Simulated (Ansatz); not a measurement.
An Ansatz input:

```yaml
crystal:
  lattice:
    - [0.0, 2.2345008477, 2.2345008477]
    - [2.2345008477, 0.0, 2.2345008477]
    - [2.2345008477, 2.2345008477, 0.0]
  atoms:
    - { symbol: Zr, position: [0.0, 0.0, 0.0], spin: 1.0 }
hamiltonian:
  xc: mr2scan
  pseudopotentials:
    kind: paw
    azcp:
      Zr: "pseudopotentials/Zr.paw.azcp"
basis:
  ecutwfc: 500
  fft_grid_basis: typed
kpoints:
  mp_grid: { grid: [20, 20, 20], shift: [0, 0, 0] }
magnetization:
  spin_polarized: true
scf:
  occupations: { method: fermi_dirac, width: 0.05 }
output:
  stress: true
```

and its output:

```
Engine: ansatz 0.2.0, aarch64-unknown-linux-gnu
Pseudopotentials: kind: paw
Pseudopotential: Zr, paw, valence charge 12, recommended cutoff 500 eV (meta_gga) 
Functional definition: m-r2SCAN
  exchange = m_r2scan_x
  correlation = m_r2scan_c
Crystal: 1 atoms, lattice volume = 22.314 Å³
Basis set: ecut = 500 eV, 537 PW (Γ), exchange–correlation on 96×96×96 points (64 copies of the dense FFT grid, shifted against one another)
Bands: 11, of which v1, the nominal top of the filled ones, is band 6 counted from 1 (5 counted from 0)
Symmetry: 48 space group operations
Space group: Fm-3m (ITA 225), of the structure as read, at distance tolerance 2.8e-5 Å
Magnetic group: BNS 225.116 (UNI 1618), of the structure as read, at distance tolerance 2.8e-5 Å
k-points: 256 of 8000
Non-local potential: Zr, projectors of the file, l = 0: 3, l = 1: 2, l = 2: 2, l = 3: 2
PAW form: soft (Blöchl's): semilocal exchange-correlation on the pseudo side does not see the compensation charge
PAW frozen core: Zr, regenerated for the run's functional (the file was generated under x = pbe(κ = 0.804, μ = 0.2195149727645171), c = pbe(β = 0.06672455060314922))
PAW one-centre angular grid: Zr, 590 points (default); XC on 160 Gauss nodes
Initial density: superposition of atomic densities (chi_scale 0.1, normalization cell)
Starting moments: Σ|m| = 1 μB on 1 of 1 site
Initial wavefunctions: pseudopotential atomic-orbital guess
Functional: x = mr2scan, c = mr2scan; τ floored in thin density (d = 2e-4 eV/Å³)
iter 1 solved again at ethr=2.21e-3 eV; its pass at ethr=3.10e-3 eV (dr2=2.65e-1 eV) is discarded
SCF iter   1: F=—  HF=-4194.832121 eV  |F-HF|=—  |Δ(HF+E_count)|=         —  Δρ=2.87e-2 (↑2.87e-2 ↓1.12e-2)  dr2=2.98e-1  dr2_τ=5.32e-3  dr2_m=4.31e-2  M=0.635 μB ∫|m|=0.635 μB  β_m=0.82  ethr=2.21e-3  ⟨swp⟩=2.0  Hψ=42696  notcnv=0
Mixer restart at iter 1: flushing history
SCF iter   2: F=—  HF=-4195.010503 eV  |F-HF|=—  |Δ(HF+E_count)|=         —  Δρ=1.91e-2 (↑1.91e-2 ↓1.12e-2)  dr2=1.53e-1  dr2_τ=2.03e-3  dr2_m=2.16e-2  M=0.335 μB ∫|m|=0.335 μB  β_m=0.58  ethr=2.21e-3  ⟨swp⟩=2.1  Hψ=8972  notcnv=0  defer=1
Mixer restart at iter 2: flushing history
SCF iter   3: F=—  HF=-4194.962581 eV  |F-HF|=—  |Δ(HF+E_count)|=   4.79e-2  Δρ=1.04e-2 (↑1.04e-2 ↓7.45e-3)  dr2=4.37e-2  dr2_τ=6.06e-4  dr2_m=7.11e-3  M=0.261 μB ∫|m|=0.261 μB  β_m=0.93  ethr=1.27e-3  ⟨swp⟩=2.5  Hψ=9354  notcnv=0  defer=7  κ⁻¹=1.0e0(r=1)
SCF iter   4: F=—  HF=-4194.959350 eV  |F-HF|=—  |Δ(HF+E_count)|=   3.23e-3  Δρ=3.82e-3 (↑3.09e-3 ↓3.82e-3)  dr2=2.16e-3  dr2_τ=1.49e-4  dr2_m=1.24e-3  M=0.087 μB ∫|m|=0.087 μB  β_m=0.47  ethr=3.64e-4  ⟨swp⟩=2.4  Hψ=10403  notcnv=0  defer=8  κ⁻¹=1.5e-2(r=2)
SCF iter   5: F=—  HF=-4194.959554 eV  |F-HF|=—  |Δ(HF+E_count)|=   2.04e-4  Δρ=2.18e-3 (↑1.67e-3 ↓2.18e-3)  dr2=8.02e-4  dr2_τ=2.48e-5  dr2_m=3.19e-4  M=0.057 μB ∫|m|=0.057 μB  β_m=0.90  ethr=1.80e-5  ⟨swp⟩=2.0  Hψ=7214  notcnv=0  defer=8  κ⁻¹=8.3e-3(r=3)
...
SCF iter  14: F=—  HF=-4194.959540 eV  |F-HF|=—  |Δ(HF+E_count)|=  5.58e-10  Δρ=6.31e-7 (↑6.31e-7 ↓6.29e-7)  dr2=5.87e-13  dr2_τ=9.63e-12  dr2_m=8.06e-11  M=0.000 μB ∫|m|=0.000 μB  β_m=1.00  ethr=1.00e-12  ⟨swp⟩=2.0  Hψ=10229  notcnv=0  κ⁻¹=6.9e-8(r=8)
SCF iter  15: F=—  HF=-4194.959540 eV  |F-HF|=—  |Δ(HF+E_count)|=  2.27e-10  Δρ=4.73e-7 (↑4.73e-7 ↓4.72e-7)  dr2=3.42e-13  dr2_τ=5.38e-12  dr2_m=4.54e-11  M=0.000 μB ∫|m|=0.000 μB  β_m=1.00  ethr=1.00e-12  ⟨swp⟩=1.9  Hψ=10086  notcnv=0  κ⁻¹=8.3e-9(r=8)
SCF iter  16: F=-4194.959540 eV  HF=-4194.959540 eV  |F-HF|=1.64e-11  |Δ(HF+E_count)|=  2.60e-10  Δρ=1.57e-7 (↑1.57e-7 ↓1.57e-7)  dr2=1.32e-13  dr2_τ=5.64e-13  dr2_m=4.95e-12  M=0.000 μB ∫|m|=0.000 μB  ethr=1.00e-12  ⟨swp⟩=2.0  Hψ=10553  notcnv=0
SCF 1 converged in 16 iterations: F = -4194.959540 eV  dr2 = 1.32e-13
WARN: the starting moments were not kept: the SCF closed with an absolute magnetisation of 1.2e-5 μB, where they sum to 1 μB in size (1 site). That is at most 0.1 of that sum. Measured as dr2_m measures the in/out step, that magnetisation stands 1.7e-11 eV from none, at or under the dr2_threshold of 1.0e-7 eV: it is no larger than a step whose dr2_m would equal this threshold. The system may hold no moment; this SCF shows only that its start led to no more than that. To try another start: raise the starting moments (crystal.atoms[].spin, magnetization.per_species, magnetization.initial_magnetization, or on a non-collinear deck that types none of these the spinor_matrix: blocks that start its atoms; where the total moment is fixed, keep their sum and leave initial_magnetization as it is; typed ones take the place of any that the run laid by itself, positive ones on a crystal's lanthanoids without a Hubbard term where scf.initial_density.shell_occupations: [] is typed) or, if the notice of its spin-set hold's release reads "site moments contracting" or "site moments show no strong build", lengthen the hold (scf.mixing.spin_hold: { on: { confirm: 4 } }; for m-r²SCAN on two components see the key's manual first). Each may lead to a state that holds a moment. A second SCF, from the converged charge density, with the starting moments and any scf.initial_density.shell_occupations laid on it anew, would have followed, and was not run: the deck does not ask for one (magnetization.retry_lost_moments is false, the default). To let it run, set magnetization.retry_lost_moments: true and run the deck again, where that key's refused combinations let it; where memory then withholds it, that run's warning says so.
this state was not tested for a lower state beside it, because the mixer in use, unlike msr1, does not test its closes by its own steps (another_mixer; see scf.mixing.algorithm and scf.lower_state_search)
SCF converged after 16 iterations
Magnetization: 0.0000 μB (6.0000 up, 6.0000 down)
Absolute magnetization: 0.0000 μB (∫|ρ↑−ρ↓|, with the PAW one-centre terms)
Spin contamination: 0.0000 ħ² per cell (⟨S²⟩ above its minimum at these occupations)
Per-site moments (μB) at R_I (Å): [(7.300617086915389e-6, 1.303525329130001)]
Free energy (F): -4194.959540 eV
Harris-Foulkes:  -4194.959540 eV  (|F-HF|=1.64e-11)
Internal energy: -4194.948458 eV  (E = F + TS)
E sigma→0 (E₀):  -4194.953999 eV
Entropy (-TS):   -0.011082 eV (-11.082 meV/atom)
Fermi energy:    14.610592 eV
--- Per-component energies (eV) ---
  E_band       = -97.156279
  E_kinetic    = 333.161048
  E_local      = -604.816757  (includes V_loc(G=0)·N_el)
  E_nonlocal   = 80.278402
  E_hartree    = 186.999761
  E_xc         = -155.576749
  E_vxc        = -211.040820  (∫ρ·V_xc dr)
  E_paw        = -2971.176227  (= ΣΔE_a)
  E_vpaw       = -81.246364  (= ΣTr[D̂ρ^β])
  E_aug_tail   = 0.000009  (compensation charges beyond the density's cutoff)
  E_vtau       = 12.508677  (kinetic-family band-sum trace: ∫τ·v_τ [+ j·A + Jᵃ·Aᵃ] dr)
  E_ewald      = -1063.653203
  E_core_change = -0.164742  (= ΣΔE_core)
  E_smearing   = -0.011082  (= −TS)
  E_closure    = 0.000000  (closes the sum)
  Σ components = -4194.959540   (vs F -4194.959540, Δ=0.00e0)
--- Stress (GPa, compression-positive) ---
        4.309704       0.000000       0.000000
        0.000000       4.309704      -0.000000
        0.000000      -0.000000       4.309704
  P = ⅓ Tr σ = 4.3097 GPa (43.097 kbar)
```
